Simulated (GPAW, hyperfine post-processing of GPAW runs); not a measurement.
# Reading the 1H spectrum of Mn(OH)2

Calculated values: DFT, revPBE+U, plane-wave PAW, GPAW setups, collinear spin, scalar-relativistic (GPAW), contact and point-dipole shifts scaled to 340 K with Θ = 0 K (a pure Curie law); spin-only moments, above the ordering temperature.

```
Mn O H
1.0
     3.37524    0.00000    0.00000
    -1.68616    2.92430    0.00000
    -0.16137   -0.13449    9.58980
Mn O H
2 4 4
Cartesian
  1.7245 2.5795 4.9007
  1.8051 2.6462 0.1064
  1.7160 0.6291 3.8209
  1.6358 0.5605 8.6151
  0.1219 1.6751 1.1865
  0.0408 1.6089 5.9801
  1.6965 0.6800 2.8489
  1.6169 0.6119 7.6431
  0.0858 1.7180 2.1589
  0.0044 1.6512 6.9521
```

1H MAS at 2.35 T (100.1 MHz), 40 kHz, 340 K; contact and dipolar shift alone, no orbital or quadrupolar part; lines under 1.5 % of the strongest are left out. NMR lines, with heights relative to the strongest:

| position (ppm) | intensity |
| --- | --- |
| -1079.0 | 3.3 |
| -679.2 | 15 |
| -279.5 | 66 |
| 120.3 | 100 |
| 520.1 | 57 |
| 919.8 | 29 |
| 1319.6 | 26 |
| 1719.4 | 37 |
| 2119.2 | 22 |
| 2518.9 | 36 |
| 2918.7 | 22 |
| 3318.5 | 12 |
| 3718.2 | 4.4 |

Q: Find the isotropic shifts among the lines and assign them to the H sites.

Sidebands are spaced by 400 ppm (the spinning rate over the resonance of 100.1 MHz). An isotropic line need not be the tallest: it is the area-weighted centre of its own family of sidebands, and the one that stays put when the rate is changed. Isotropic shifts: 920 ppm for atom 7 and the 3 atoms equivalent to it (3 Mn through links of 116 to 121° (3)), reduced anisotropy 2609 ppm.

[Logs are printed without paths, hosts, clocks, repeated set-up lines and the standing remarks that a program may print on its own settings, such as how far it seeks lower states.]

[Hosts, paths, dates, database ids (printed as entryN), source tags and the programs' standing remarks are cut or masked in the printed files.]
